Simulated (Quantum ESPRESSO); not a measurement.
# KCl (Sylvite) (Fm-3m) in Quantum ESPRESSO: further runs, part 2 of 2

Quantum ESPRESSO 7.5.

## 3. Band structure, PBE, spin-orbit coupling, no magnetisation

Input file pw.in:

```
&CONTROL
  calculation = 'scf'
  prefix = 'pwscf'
  outdir = './tmp'
  pseudo_dir = './pseudo'
  tprnfor = .true.
  tstress = .true.
  disk_io = 'low'
/
&SYSTEM
  ibrav = 0
  nat = 2
  ntyp = 2
  ecutwfc = 74
  nbnd = 28
  occupations = 'smearing'
  smearing = 'fd'
  degauss = 0.00367493
  noncolin = .true.
  lspinorb = .true.
/
&ELECTRONS
  conv_thr = 4d-10
  electron_maxstep = 120
  mixing_beta = 0.5
/
ATOMIC_SPECIES
K     39.0983 K.upf
Cl    35.4500 Cl.upf
CELL_PARAMETERS angstrom
   0.0000000000    3.1464700000    3.1464700000
   3.1464700000    0.0000000000    3.1464700000
   3.1464700000    3.1464700000    0.0000000000
ATOMIC_POSITIONS crystal
K      0.0000000000    0.0000000000    0.0000000000
Cl     0.5000000000    0.5000000000    0.5000000000
K_POINTS automatic
7 7 7 0 0 0
```

Input file pp_density.in:

```
&INPUTPP
  prefix = 'pwscf'
  outdir = './tmp'
  filplot = 'density.dat'
  plot_num = 0
/
&PLOT
  nfile = 1
  filepp(1) = 'density.dat'
  iflag = 3
  output_format = 6
  fileout = 'density.cube'
/
```

Input file pp_potential.in:

```
&INPUTPP
  prefix = 'pwscf'
  outdir = './tmp'
  filplot = 'potential.dat'
  plot_num = 11
/
&PLOT
  nfile = 1
  filepp(1) = 'potential.dat'
  iflag = 3
  output_format = 6
  fileout = 'potential.cube'
/
```

Input file bands.in:

```
&CONTROL
  calculation = 'bands'
  prefix = 'pwscf'
  outdir = './tmp'
  pseudo_dir = './pseudo'
  disk_io = 'low'
  verbosity = 'high'
/
&SYSTEM
  ibrav = 0
  nat = 2
  ntyp = 2
  ecutwfc = 74
  nbnd = 28
  occupations = 'smearing'
  smearing = 'fd'
  degauss = 0.00367493
  noncolin = .true.
  lspinorb = .true.
/
&ELECTRONS
  conv_thr = 1d-08
  electron_maxstep = 120
  mixing_beta = 0.5
  diago_full_acc = .true.
  startingwfc = 'random'
/
ATOMIC_SPECIES
K     39.0983 K.upf
Cl    35.4500 Cl.upf
CELL_PARAMETERS angstrom
   0.0000000000    3.1464700000    3.1464700000
   3.1464700000    0.0000000000    3.1464700000
   3.1464700000    3.1464700000    0.0000000000
ATOMIC_POSITIONS crystal
K      0.0000000000    0.0000000000    0.0000000000
Cl     0.5000000000    0.5000000000    0.5000000000
K_POINTS crystal
60
 0.0000000000  0.0000000000  0.0000000000 1
 0.0625000000  0.0000000000  0.0625000000 1
 0.1250000000  0.0000000000  0.1250000000 1
 0.1875000000  0.0000000000  0.1875000000 1
 0.2500000000  0.0000000000  0.2500000000 1
 0.3125000000  0.0000000000  0.3125000000 1
 0.3750000000  0.0000000000  0.3750000000 1
 0.4375000000  0.0000000000  0.4375000000 1
 0.5000000000  0.0000000000  0.5000000000 1
 0.5000000000  0.0625000000  0.5625000000 1
 0.5000000000  0.1250000000  0.6250000000 1
 0.5000000000  0.1875000000  0.6875000000 1
 0.5000000000  0.2500000000  0.7500000000 1
 0.4375000000  0.3125000000  0.7500000000 1
 0.3750000000  0.3750000000  0.7500000000 1
 0.3375000000  0.3375000000  0.6750000000 1
 0.3000000000  0.3000000000  0.6000000000 1
 0.2625000000  0.2625000000  0.5250000000 1
 0.2250000000  0.2250000000  0.4500000000 1
 0.1875000000  0.1875000000  0.3750000000 1
 0.1500000000  0.1500000000  0.3000000000 1
 0.1125000000  0.1125000000  0.2250000000 1
 0.0750000000  0.0750000000  0.1500000000 1
 0.0375000000  0.0375000000  0.0750000000 1
 0.0000000000  0.0000000000  0.0000000000 1
 0.0625000000  0.0625000000  0.0625000000 1
 0.1250000000  0.1250000000  0.1250000000 1
 0.1875000000  0.1875000000  0.1875000000 1
 0.2500000000  0.2500000000  0.2500000000 1
 0.3125000000  0.3125000000  0.3125000000 1
 0.3750000000  0.3750000000  0.3750000000 1
 0.4375000000  0.4375000000  0.4375000000 1
 0.5000000000  0.5000000000  0.5000000000 1
 0.5250000000  0.4500000000  0.5250000000 1
 0.5500000000  0.4000000000  0.5500000000 1
 0.5750000000  0.3500000000  0.5750000000 1
 0.6000000000  0.3000000000  0.6000000000 1
 0.6250000000  0.2500000000  0.6250000000 1
 0.5833333333  0.2500000000  0.6666666667 1
 0.5416666667  0.2500000000  0.7083333333 1
 0.5000000000  0.2500000000  0.7500000000 1
 0.5000000000  0.2857142857  0.7142857143 1
 0.5000000000  0.3214285714  0.6785714286 1
 0.5000000000  0.3571428571  0.6428571429 1
 0.5000000000  0.3928571429  0.6071428571 1
 0.5000000000  0.4285714286  0.5714285714 1
 0.5000000000  0.4642857143  0.5357142857 1
 0.5000000000  0.5000000000  0.5000000000 1
 0.4821428571  0.4821428571  0.5357142857 1
 0.4642857143  0.4642857143  0.5714285714 1
 0.4464285714  0.4464285714  0.6071428571 1
 0.4285714286  0.4285714286  0.6428571429 1
 0.4107142857  0.4107142857  0.6785714286 1
 0.3928571429  0.3928571429  0.7142857143 1
 0.3750000000  0.3750000000  0.7500000000 1
 0.6250000000  0.2500000000  0.6250000000 1
 0.5937500000  0.1875000000  0.5937500000 1
 0.5625000000  0.1250000000  0.5625000000 1
 0.5312500000  0.0625000000  0.5312500000 1
 0.5000000000  0.0000000000  0.5000000000 1
```

Potentials or basis: PseudoDojo 0.4 FR PBE standard.

Run with:

```
$ OMP_NUM_THREADS=1 pw.x -in pw.in > pw.out
$ OMP_NUM_THREADS=1 pp.x -in pp_density.in > pp_density.out
$ OMP_NUM_THREADS=1 pp.x -in pp_potential.in > pp_potential.out
$ OMP_NUM_THREADS=1 pw.x -in bands.in > bands.out
```

pw.out:

```text
This program is part of the open-source Quantum ESPRESSO suite
     for quantum simulation of materials; please cite
[... 9 lines left out ...]
     --------------------
     sticks:   dense  smooth     PW     G-vecs:    dense   smooth      PW
     Sum        1429    1429    421                36085    36085    5601

     Using Slab Decomposition

     bravais-lattice index     =            0
     lattice parameter (alat)  =       8.4089  a.u.
     unit-cell volume          =     420.4336 (a.u.)^3
     number of atoms/cell      =            2
     number of atomic types    =            2
     number of electrons       =        16.00
     number of Kohn-Sham states=           28
     kinetic-energy cutoff     =      74.0000  Ry
     charge density cutoff     =     296.0000  Ry
     scf convergence threshold =      4.0E-10
     mixing beta               =       0.5000
     number of iterations used =            8  plain     mixing
     Exchange-correlation= PBE
                           (   1   4   3   4   0   0   0)
     Non magnetic calculation with spin-orbit

     celldm(1)=   8.408867  celldm(2)=   0.000000  celldm(3)=   0.000000
     celldm(4)=   0.000000  celldm(5)=   0.000000  celldm(6)=   0.000000

     crystal axes: (cart. coord. in units of alat)
               a(1) = (   0.000000   0.707107   0.707107 )
               a(2) = (   0.707107   0.000000   0.707107 )
               a(3) = (   0.707107   0.707107   0.000000 )

     reciprocal axes: (cart. coord. in units 2 pi/alat)
               b(1) = ( -0.707107  0.707107  0.707107 )
               b(2) = (  0.707107 -0.707107  0.707107 )
               b(3) = (  0.707107  0.707107 -0.707107 )

     PseudoPot. # 1 for K  read from file:
     K.upf
     Pseudo is Norm-conserving + core correction, Zval =  9.0
     Generated using ONCVPSP code by D. R. Hamann
     Using radial grid of 2222 points, 10 beta functions with:
                l(1) =   0
                l(2) =   0
                l(3) =   1
                l(4) =   1
                l(5) =   1
                l(6) =   1
                l(7) =   2
                l(8) =   2
                l(9) =   2
               l(10) =   2

     PseudoPot. # 2 for Cl read from file:
     Cl.upf
[... 32 lines left out ...]
        k(    5) = (   0.2020305  -0.0000000   0.0000000), wk =   0.0174927
        k(    6) = (   0.3030458   0.1010153  -0.1010153), wk =   0.0699708
[... 12 lines left out ...]
        k(   19) = (  -0.1010153  -0.5050763   0.7071068), wk =   0.0699708
        k(   20) = (   0.0000000  -0.4040610   0.6060915), wk =   0.0699708

     Dense  grid:    36085 G-vectors     FFT dimensions: (  48,  48,  48)

     Initial potential from superposition of free atoms

     starting charge      15.9808, renormalised to      16.0000
     Starting wfcs are   18 randomized atomic wfcs +   10 random wfcs

     Self-consistent Calculation

     iteration #  1     ecut=    74.00 Ry     beta= 0.50
     Davidson diagonalization with overlap
     ethr =  1.00E-02,  avg # of iterations =  7.6

     Threshold (ethr) on eigenvalues was too large:
     Diagonalizing with lowered threshold

     Davidson diagonalization with overlap
     ethr =  4.59E-04,  avg # of iterations =  3.8

     total energy              =     -93.17371584 Ry
     estimated scf accuracy    <       0.07107857 Ry
[... 5 lines left out ...]
     total energy              =     -93.18960586 Ry
     estimated scf accuracy    <       0.00382650 Ry

     iteration #  3     ecut=    74.00 Ry     beta= 0.50
     Davidson diagonalization with overlap
     c_bands:  1 eigenvalues not converged
     c_bands:  1 eigenvalues not converged
     ethr =  2.39E-05,  avg # of iterations =  9.1

     total energy              =     -93.19034864 Ry
     estimated scf accuracy    <       0.00087007 Ry

     iteration #  4     ecut=    74.00 Ry     beta= 0.50
     Davidson diagonalization with overlap
     ethr =  5.44E-06,  avg # of iterations =  4.5
[... 32 lines left out ...]
     iteration #  9     ecut=    74.00 Ry     beta= 0.50
     Davidson diagonalization with overlap
     ethr =  8.12E-12,  avg # of iterations =  2.0

     End of self-consistent calculation

          k = 0.0000 0.0000 0.0000 (  4573 PWs)   bands (ev):

   -26.2860 -26.2860 -11.2113 -11.2113  -9.9255  -9.9255  -9.6594  -9.6594
    -9.6594  -9.6594   0.8238   0.8238   0.9469   0.9469   0.9469   0.9469
     6.0954   6.0954   9.2702   9.2702   9.2702   9.2702   9.2728   9.2729
    10.1287  10.1287  10.1288  10.1288
[... 101 lines left out ...]
   -26.2723 -26.2723 -11.1512 -11.1512  -9.9960  -9.9960  -9.7542  -9.7542
    -9.6894  -9.6894   0.2749   0.2749   0.5475   0.5475   0.6712   0.6712
     7.7036   7.7036   9.5846   9.5846  10.5230  10.5230  11.3012  11.3012
    11.3159  11.3160  12.3346  12.9090

          k = 0.4041 0.2020 0.0000 (  4525 PWs)   bands (ev):

   -26.2765 -26.2765 -11.2908 -11.2908  -9.9187  -9.9187  -9.6931  -9.6931
    -9.5799  -9.5799   0.1541   0.1541   0.6164   0.6164   0.6932   0.6932
     8.2681   8.2681   8.4265   8.4265  10.8981  10.8981  10.9414  10.9414
    11.2856  11.2856  11.7041  11.7041
[... 17 lines left out ...]
   -26.2725 -26.2725 -11.2241 -11.2241  -9.9683  -9.9683  -9.7471  -9.7471
    -9.6110  -9.6110   0.3053   0.3053   0.4116   0.4116   0.5537   0.5537
     8.6258   8.6258   9.3256   9.3256  10.4089  10.4089  10.8100  10.8100
    12.2298  12.2298  12.3109  12.3110

     the Fermi energy is     3.3602 ev

!    total energy              =     -93.19044020 Ry
     estimated scf accuracy    <          4.8E-11 Ry
     smearing contrib. (-TS)   =       0.00000000 Ry
     internal energy E=F+TS    =     -93.19044020 Ry

     The total energy is F=E-TS. E is the sum of the following terms:
     one-electron contribution =     -29.52873548 Ry
     hartree contribution      =      19.88000251 Ry
     xc contribution           =     -21.87482718 Ry
     ewald contribution        =     -61.66688004 Ry

     convergence has been achieved in   9 iterations

     Forces acting on atoms (cartesian axes, Ry/au):

     atom    1 type  1   force =    -0.00000000    0.00000000   -0.00000000
     atom    2 type  2   force =     0.00000000    0.00000000   -0.00000000

     Total force =     0.000000     Total SCF correction =     0.000000

     Computing stress (Cartesian axis) and pressure

          total   stress  (Ry/bohr**3)                   (kbar)     P=        7.50
   0.00005100   0.00000000   0.00000000            7.50        0.00        0.00
   0.00000000   0.00005100   0.00000000            0.00        7.50        0.00
   0.00000000   0.00000000   0.00005100            0.00        0.00        7.50

=------------------------------------------------------------------------------=
   JOB DONE.
=------------------------------------------------------------------------------=
```

Run time: 8.5 min. Hardware: 1 thread of Arm Neoverse V1, shared host; peak memory 0.29 GiB.

Results:

```
Free energy             : -1267.9205 eV
Pressure                : 0.8 GPa
Band gap on the k mesh  : 5.15 eV, direct
Band gap along the path : 5.15 eV, direct
```

Levels at the corners of the path, in eV from the valence-band top:
```csv
point,band 13,band 14,band 15,band 16,band 17,band 18,band 19,band 20
Γ,0.00,0.00,0.00,0.00,5.15,5.15,8.32,8.32
X,-0.30,-0.30,-0.22,-0.22,6.49,6.49,8.30,8.30
W,-0.48,-0.48,-0.48,-0.48,7.98,7.98,7.99,7.99
K,-0.56,-0.56,-0.32,-0.32,7.23,7.23,9.03,9.03
Γ,0.00,0.00,0.00,0.00,5.15,5.15,8.32,8.32
L,-0.40,-0.40,-0.33,-0.33,7.54,7.54,8.56,8.56
U,-0.56,-0.56,-0.32,-0.32,7.23,7.23,9.03,9.03
W,-0.48,-0.48,-0.48,-0.48,7.98,7.98,7.99,7.99
L,-0.40,-0.40,-0.33,-0.33,7.54,7.54,8.56,8.56
K,-0.56,-0.56,-0.32,-0.32,7.23,7.23,9.03,9.03
U,-0.56,-0.56,-0.32,-0.32,7.23,7.23,9.03,9.03
X,-0.30,-0.30,-0.22,-0.22,6.49,6.49,8.30,8.30
```

Caveat: some levels on the path didn't converge.

## 4. Against experiment

Step 2. Measured gap of KCl: 8.68 eV (a printed reference work, monograph). This calculation gives 5.19 eV (-3.49 eV). The value is that of PBE, without temperature or zero-point motion. Semilocal functionals fall short of measured gaps as a rule.

Step 3. A measured gap of KCl is 8.68 eV (a printed reference work, monograph); the calculated 5.15 eV misses it by -3.53 eV. The value is that of PBE, without temperature or zero-point motion. Semilocal functionals fall short of measured gaps as a rule.
